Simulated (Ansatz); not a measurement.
input.yaml (Ansatz)

```yaml
crystal:
  lattice:
    - [4.2693733769, 0.0, 0.0]
    - [-2.1346866884, 3.6973858026, 0.0]
    - [0.0, 0.0, 4.5788742299]
  atoms:
    - { symbol: Te, position: [0.3333333333, 0.6666666667, 0.25] }
    - { symbol: Te, position: [0.6666666667, 0.3333333333, 0.75] }
hamiltonian:
  xc: revpbe
  pseudopotentials:
    kind: paw
    azcp:
      Te: "pseudopotentials/Te.paw.azcp"
basis:
  ecutwfc: 420
  fft_grid_basis: typed
kpoints:
  mp_grid: { grid: [10, 10, 8], shift: [0, 0, 0] }
magnetization:
  spin_polarized: false
scf:
  occupations: { method: fermi_dirac, width: 0.1 }
  lower_state_search: "off"
output:
  stress: true
  write_density: true
  write_potential: true
  elf: true
  volumetric_format: npy
```

Output

```
Engine: ansatz 0.2.0, aarch64-unknown-linux-gnu
Pseudopotentials: kind: paw
Pseudopotential: Te, paw, valence charge 16, recommended cutoff 420 eV (normal) 
Functional definition: revPBE
  parameter kappa = 1.245
  parameter beta = 0.06672455060314922
  exchange = pbe_x(kappa = kappa, mu = beta*pi^2/3)
  correlation = pbe_c(beta = beta)
Crystal: 2 atoms, lattice volume = 72.280 Å³
Basis set: ecut = 420 eV, 1413 PW (Γ)
Bands: 20, of which v1, the nominal top of the filled ones, is band 16 counted from 1 (15 counted from 0)
Symmetry: 24 space group operations
Space group: P63/mmc (ITA 194), of the structure as read, at distance tolerance 4.2e-5 Å
k-points: 70 of 800
Non-local potential: Te, projectors of the file, l = 0: 2, l = 1: 2, l = 2: 2, l = 3: 2
PAW form: soft (Blöchl's): semilocal exchange-correlation on the pseudo side does not see the compensation charge
PAW frozen core: Te, regenerated for the run's functional, and the local potential with it (the file was generated under x = pbe(κ = 0.804, μ = 0.2195149727645171), c = pbe(β = 0.06672455060314922))
PAW one-centre angular grid: Te, 590 points (default); XC on 64 Gauss nodes
Initial density: superposition of atomic densities (neutral atoms: chi_scale 0, normalization atom), corrected by the library's trained network
Initial wavefunctions: pseudopotential atomic-orbital guess
Functional: x = revpbe(κ = 1.245, μ = 0.2195149727645171), c = pbe(β = 0.06672455060314922)
SCF iter   1: F=—  HF=-13972.043592 eV  |F-HF|=—  |Δ(HF+E_count)|=         —  Δρ=1.79e-3  dr2=1.04e-3  ethr=1.77e-3  ⟨swp⟩=6.0  Hψ=6971  notcnv=0
SCF iter   2: F=—  HF=-13972.045601 eV  |F-HF|=—  |Δ(HF+E_count)|=   2.01e-3  Δρ=7.64e-4  dr2=3.83e-4  ethr=3.24e-6  ⟨swp⟩=2.5  Hψ=3284  notcnv=0
SCF iter   3: F=—  HF=-13972.045322 eV  |F-HF|=—  |Δ(HF+E_count)|=   2.79e-4  Δρ=1.94e-4  dr2=1.71e-5  ethr=1.20e-6  ⟨swp⟩=2.0  Hψ=2527  notcnv=0
SCF iter   4: F=—  HF=-13972.045379 eV  |F-HF|=—  |Δ(HF+E_count)|=   5.70e-5  Δρ=3.08e-5  dr2=5.06e-7  ethr=5.35e-8  ⟨swp⟩=2.0  Hψ=1877  notcnv=0
iter 5 did not close the SCF: its close was put off for the readings that it lacked (scf_convergence_deferred on its scf_iter line)
SCF iter   5: F=-13972.045379 eV  HF=-13972.045379 eV  |F-HF|=3.11e-9  |Δ(HF+E_count)|=   4.60e-8  Δρ=4.94e-6  dr2=1.42e-8  ethr=1.58e-9  ⟨swp⟩=2.0  Hψ=2530  notcnv=0
SCF iter   6: F=-13972.045379 eV  HF=-13972.045379 eV  |F-HF|=1.27e-11  |Δ(HF+E_count)|=   1.24e-8  Δρ=7.55e-7  dr2=3.87e-10  ethr=4.45e-11  ⟨swp⟩=6.4  Hψ=8573  notcnv=0
SCF 1 converged in 6 iterations: F = -13972.045379 eV  dr2 = 3.87e-10
SCF converged after 6 iterations
Free energy (F): -13972.045379 eV
Harris-Foulkes:  -13972.045379 eV  (|F-HF|=1.27e-11)
Internal energy: -13972.000248 eV  (E = F + TS)
E sigma→0 (E₀):  -13972.022814 eV
Entropy (-TS):   -0.045131 eV (-22.566 meV/atom)
Fermi energy:    7.765742 eV
--- Per-component energies (eV) ---
  E_band       = -555.254813
  E_kinetic    = 356.049687
  E_local      = -2571.436966  (includes V_loc(G=0)·N_el)
  E_nonlocal   = -622.750992
  E_hartree    = 1622.499167
  E_xc         = -246.288395
  E_vxc        = -204.593126  (∫ρ·V_xc dr)
  E_paw        = -9336.226985  (= ΣΔE_a)
  E_vpaw       = -757.522218  (= ΣTr[D̂ρ^β])
  E_aug_tail   = -0.000403  (compensation charges beyond the density's cutoff)
  E_ewald      = -3173.789720
  E_core_change = -0.055642  (= ΣΔE_core)
  E_smearing   = -0.045131  (= −TS)
  E_closure    = 0.000000  (closes the sum)
  Σ components = -13972.045379   (vs F -13972.045379, Δ=0.00e0)
--- Stress (GPa, compression-positive) ---
       -3.069140      -0.000000       0.000000
        0.000000      -3.069140       0.000000
        0.000000       0.000000      -5.700105
  P = ⅓ Tr σ = -3.9461 GPa (-39.461 kbar)
--- Band table (eV; the first three rows and the last of 70) ---
  k-point 0: bands = ["-29.3863", "-29.3721", "-29.3712", "-29.3712", "-29.3396", "-29.3396", "-29.3060", "-29.3060", "-29.3041", "-29.3041", "-4.8955", "-1.0664", "4.0562", "6.1403", "6.1403", "8.5142", "8.5142", "10.4055", "11.4396", "13.6105"]
  k-point 1: bands = ["-29.3857", "-29.3725", "-29.3704", "-29.3704", "-29.3415", "-29.3415", "-29.3052", "-29.3052", "-29.3038", "-29.3038", "-4.8017", "-1.3359", "4.3353", "6.2262", "6.2262", "8.4415", "8.4415", "9.9755", "11.7375", "13.8140"]
  k-point 2: bands = ["-29.3840", "-29.3739", "-29.3680", "-29.3680", "-29.3464", "-29.3464", "-29.3036", "-29.3036", "-29.3030", "-29.3030", "-4.5232", "-1.9788", "5.0211", "6.4763", "6.4763", "8.2105", "8.2105", "9.0241", "12.6014", "14.2493"]
  k-point 69: bands = ["-29.3790", "-29.3790", "-29.3567", "-29.3567", "-29.3548", "-29.3548", "-29.3043", "-29.3043", "-29.3032", "-29.3032", "-2.7230", "-2.7230", "3.3477", "3.3477", "5.3668", "5.3668", "10.2032", "10.2032", "15.4584", "15.4584"]
```
